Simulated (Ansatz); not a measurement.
# HgTe (Coloradoite) (F-43m) in Ansatz: band structure with RPBE

Aim: the band structure of HgTe (Coloradoite) with RPBE.

Everything below comes from runs of Ansatz 0.2.0. Logs are shortened: lines on timing, memory, paths and dates and some standing lists are left out, and cuts for length are marked.

## (1) The structure

It takes space group F-43m (No. 216, cubic). Conventional cell: a = 6.429 Å, b = 6.429 Å, c = 6.429 Å, α = 90.00°, β = 90.00°, γ = 90.00°. Around Hg (site symmetry -43m) lie 4 Te at 2.78 Å. Te (site symmetry -43m) has 4 Hg at 2.78 Å as nearest neighbours.

## (2) Band structure, RPBE

The input, input.yaml:

```yaml
crystal:
  lattice:
    - [0.0, 3.2145, 3.2145]
    - [3.2145, 0.0, 3.2145]
    - [3.2145, 3.2145, 0.0]
  atoms:
    - { symbol: Hg, position: [0.0, 0.0, 0.0] }
    - { symbol: Te, position: [0.75, 0.75, 0.75] }
kpoints:
  mp_grid: { grid: [7, 7, 7] }
  band_path:
    path:
      - [0.0, 0.0, 0.0]
      - [0.5, 0.0, 0.5]
      - [0.5, 0.25, 0.75]
      - [0.375, 0.375, 0.75]
      - [0.0, 0.0, 0.0]
      - [0.5, 0.5, 0.5]
      - [0.625, 0.25, 0.625]
      - [0.5, 0.25, 0.75]
    npoints: 12
scf:
  occupations: { method: fermi_dirac, width: 0.05 }
hamiltonian:
  xc: rpbe
  pseudopotentials: { kind: all_electron, lapw: { basis_error: 0.001 } }
output:
  forces: true
  stress: true
  eigenvalues: true
```

Potentials or basis: all-electron LAPW, scalar-relativistic.

On the command line:

```console
$ ansatz run input.yaml --threads 1 --pin off --max-ram 3072MiB --backend cpu --events-out ev --progress --plain --runs-dir out
```

Log:

```text
Warning: RAYON_NUM_THREADS=1 ignored (pool sized by the plan → 1); use --threads N
LAPW: plane waves up to 8.290 Å⁻¹, error target 1.0e-3 eV per atom; small_component_spin mean_spin; Te in spheres of 1.373 Å, 24 of its electrons in bands, Dirac shells []; Hg in spheres of 1.411 Å, 44 of its electrons in bands, Dirac shells [] (how accurate: hamiltonian.pseudopotentials.lapw.basis_error, Limitations)
Engine: ansatz 0.2.0, x86_64-unknown-linux-gnu
Pseudopotentials: kind: all_electron
Pseudopotential: Hg, LAPW, valence charge 44, lapw/all_electron/scalar/gaussian/Hg, Koelling and Harmon's equation, gaussian nucleus
Pseudopotential: Te, LAPW, valence charge 24, lapw/all_electron/scalar/gaussian/Te, Koelling and Harmon's equation, gaussian nucleus
Functional definition: RPBE
  parameter kappa = 0.804
  parameter beta = 0.06672455060314922
  exchange = rpbe_x(kappa = kappa, mu = beta*pi^2/3)
  correlation = pbe_c(beta = beta)
Crystal: 2 atoms, lattice volume = 66.431 Å³
Basis set: ecut = 261.8582689991983 eV, 609 PW (Γ), exchange–correlation at level 2
Bands: 41, of which v1, the nominal top of the filled ones, is band 34 counted from 1 (33 counted from 0)
Symmetry: 24 space group operations
Space group: F-43m (ITA 216), of the structure as read, at distance tolerance 4.1e-5 Å
k-points: 20 of 343 (time reversal used)
Non-local potential: Hg, projectors of the file, none
Non-local potential: Te, projectors of the file, none
Initial density: superposition of atomic densities (chi_scale 0.1, normalization cell, long waves kept (reshape's long-wave potential 0.00 eV rms))
Initial wavefunctions: plane waves of lowest kinetic energy (no species holds an atomic orbital)
Functional: x = rpbe, c = pbe(β = 0.06672455060314922)
iter 1 solved again at ethr=6.65e-4 eV; its pass at ethr=1.00e-1 eV (dr2=4.52e-1 eV) is discarded
SCF iter   1: F=—  HF=-718738.136692 eV  |F-HF|=—  |Δ(HF+E_count)|=         —  Δρ=1.92e-2  dr2=4.53e-1  ethr=6.65e-4  ⟨swp⟩=2.2  Hψ=5115  notcnv=0
preconditioner: auto → none  [insulator: Δε(μ)=0.900 eV  Ē_g=12.410 eV  σ=0.050 eV  W_gap=0.70  n_scr=14 (ndim 8)  ℏωp=19.3 eV  f_vac=0.318  D(μ)=0.08/eV (n_scr^D=0)  ε∞_Penn≈3.4]
iter 2 solved again at ethr=4.28e-5 eV; its pass at ethr=6.65e-4 eV (dr2=2.91e-2 eV) is discarded
SCF iter   2: F=—  HF=-718737.959471 eV  |F-HF|=—  |Δ(HF+E_count)|=   1.77e-1  Δρ=6.13e-3  dr2=2.92e-2  ethr=4.28e-5  ⟨swp⟩=2.0  Hψ=4221  notcnv=0
SCF iter   3: F=—  HF=-718737.927641 eV  |F-HF|=—  |Δ(HF+E_count)|=   3.18e-2  Δρ=3.77e-3  dr2=7.91e-3  ethr=4.28e-5  ⟨swp⟩=2.0  Hψ=2520  notcnv=0
SCF iter   4: F=—  HF=-718737.929870 eV  |F-HF|=—  |Δ(HF+E_count)|=         —  Δρ=1.01e-3  dr2=5.78e-4  ethr=1.16e-5  ⟨swp⟩=2.6  Hψ=2475  notcnv=0
the basis was enlarged: its passes take 45.6 KiB over the memory plan, 1 of 1 planned eigensolver slots
SCF iter   5: F=—  HF=-718737.930235 eV  |F-HF|=—  |Δ(HF+E_count)|=   3.65e-4  Δρ=1.59e-4  dr2=1.37e-5  ethr=8.49e-7  ⟨swp⟩=3.0  Hψ=2447  notcnv=0
SCF iter   6: F=—  HF=-718737.930278 eV  |F-HF|=—  |Δ(HF+E_count)|=   4.24e-5  Δρ=4.05e-5  dr2=1.45e-6  ethr=2.02e-8  ⟨swp⟩=3.0  Hψ=2511  notcnv=0
SCF iter   7: F=—  HF=-718737.930284 eV  |F-HF|=—  |Δ(HF+E_count)|=   6.11e-6  Δρ=1.22e-5  dr2=1.12e-7  ethr=2.14e-9  ⟨swp⟩=3.0  Hψ=2546  notcnv=0
SCF iter   8: F=-718737.930284 eV  HF=-718737.930284 eV  |F-HF|=3.10e-8  |Δ(HF+E_count)|=   7.14e-7  Δρ=2.41e-6  dr2=5.46e-9  ethr=1.65e-10  ⟨swp⟩=3.0  Hψ=2553  notcnv=0
SCF 1 converged in 8 iterations: F = -718737.930284 eV  dr2 = 5.46e-9
NSCF: frozen V_eff on 85 k-points
SCF converged after 8 iterations
Free energy (F): -718737.930284 eV
Harris-Foulkes:  -718737.930284 eV  (|F-HF|=3.10e-8)
Internal energy: -718737.929592 eV  (E = F + TS)
E sigma→0 (E₀):  -718737.929938 eV
Entropy (-TS):   -0.000692 eV (-0.346 meV/atom)
Fermi energy:    11.294813 eV
--- Per-component energies (eV) ---
  E_band       = -6051.344231
  E_kinetic    = 806030.608284
  E_xc         = -14951.779890
  E_electrostatic = -1509816.757986  (all electrons and nuclei)
  E_smearing   = -0.000692  (= −TS)
  E_closure    = 0.000000  (closes the sum)
  E_atoms      = -718735.144345  (free atoms, spherical and without spin; not in F)
  Σ components = -718737.930284   (vs F -718737.930284, Δ=0.00e0)
  Basis errors (estimates in eV, not in F): energy 4.5e-4 per atom: plane waves 4.2e-4 (2.4e-4 summed), levels above the bands 1.5e-84, relativity 5.8e-8, radial functions 3.8e-5, core shells 1.3e-8; eigenvalues (radial functions only) 9.2e-7; not estimated: angular momenta, meshes, grids; target (lapw.basis_error) 1.0e-3; muffin-tin radii Te 1.373 Å, Hg 1.411 Å
--- Forces (eV/Å), atoms counted from 1 ---
  atom   1  Hg     0.00000000    -0.00000000    -0.00000000
  atom   2  Te    -0.00000000     0.00000000     0.00000000
  max |Σ_I F_I| component: 9.25e-18 eV/Å
--- Stress (GPa, compression-positive) ---
        6.297704      -0.000000       0.000000
       -0.000000       6.297704       0.000000
        0.000000       0.000000       6.297704
  P = ⅓ Tr σ = 6.2977 GPa (62.977 kbar)
--- Band table (eV; the first three rows and the last of 20) ---
  k-point 0: bands = ["-333.9771", "-333.9771", "-333.9751", "-333.9751", "-333.9751", "-148.2109", "-103.6942", "-98.2286", "-98.2286", "-98.2286", "-81.6333", "-81.6333", "-81.6333", "-81.6322", "-81.6322", "-81.6322", "-81.6310", "-52.1790", "-52.1790", "-52.1790", "-25.5338", "-25.5338", "-25.5338", "-25.5255", "-25.5255", "-0.8072", "3.8002", "3.8002", "3.8002", "4.3467", "4.3467", "10.6790", "11.2540", "11.2540", "11.2540", "15.5162", "15.5162", "15.5162", "17.9848", "20.9900", "20.9900"]
  k-point 1: bands = ["-333.9771", "-333.9771", "-333.9751", "-333.9751", "-333.9751", "-148.2109", "-103.6942", "-98.2286", "-98.2286", "-98.2286", "-81.6333", "-81.6333", "-81.6333", "-81.6322", "-81.6322", "-81.6322", "-81.6310", "-52.1790", "-52.1790", "-52.1790", "-25.5338", "-25.5337", "-25.5337", "-25.5254", "-25.5254", "-0.7053", "3.8285", "3.8285", "3.8419", "4.3442", "4.3442", "9.2358", "11.0260", "11.0260", "12.0686", "15.5547", "15.8138", "15.8138", "19.0498", "20.0531", "20.0531"]
  k-point 2: bands = ["-333.9771", "-333.9771", "-333.9751", "-333.9751", "-333.9751", "-148.2109", "-103.6942", "-98.2286", "-98.2286", "-98.2286", "-81.6333", "-81.6333", "-81.6333", "-81.6322", "-81.6322", "-81.6322", "-81.6310", "-52.1790", "-52.1790", "-52.1790", "-25.5340", "-25.5336", "-25.5336", "-25.5254", "-25.5254", "-0.4625", "3.8860", "3.8860", "4.0380", "4.3485", "4.3485", "7.4541", "10.5886", "10.5886", "12.1942", "16.2464", "16.2464", "16.7139", "19.1540", "20.0066", "20.0066"]
  k-point 19: bands = ["-333.9771", "-333.9771", "-333.9751", "-333.9751", "-333.9751", "-148.2109", "-103.6942", "-98.2286", "-98.2286", "-98.2286", "-81.6333", "-81.6333", "-81.6333", "-81.6322", "-81.6322", "-81.6322", "-81.6310", "-52.1791", "-52.1790", "-52.1790", "-25.5342", "-25.5338", "-25.5333", "-25.5254", "-25.5251", "-0.0334", "4.0158", "4.0720", "4.2793", "4.3345", "4.9333", "5.7386", "8.3508", "9.0654", "14.1513", "15.8111", "17.0369", "17.9871", "20.0973", "21.5063", "23.3307"]
```

It took 47 s on 1 thread of Intel Xeon at 2.50GHz (Skylake/Cascade Lake), shared host; peak memory 0.34 GiB.

Results:

- Free energy: -718737.9303 eV
- Pressure: 6.3 GPa
- Band gap along the path: none (metal or under the smearing width)

Levels at the corners of the path, in eV from the Fermi level:
```csv
point,band 32,band 33,band 34,band 35,band 36,band 37
Γ,-0.62,-0.04,-0.04,-0.04,4.22,4.22
X,-5.53,-2.36,-2.36,1.94,2.57,8.40
W,-5.63,-2.75,-2.63,3.15,4.72,5.36
K,-5.56,-3.00,-1.97,2.29,4.09,7.16
Γ,-0.62,-0.04,-0.04,-0.04,4.22,4.22
L,-5.59,-1.05,-1.05,0.76,5.06,5.06
U,-5.56,-3.00,-1.97,2.29,4.09,7.16
W,-5.63,-2.75,-2.63,3.15,4.72,5.36
```

Caveat: spin-orbit coupling is left out, which moves the levels of the heavy elements.
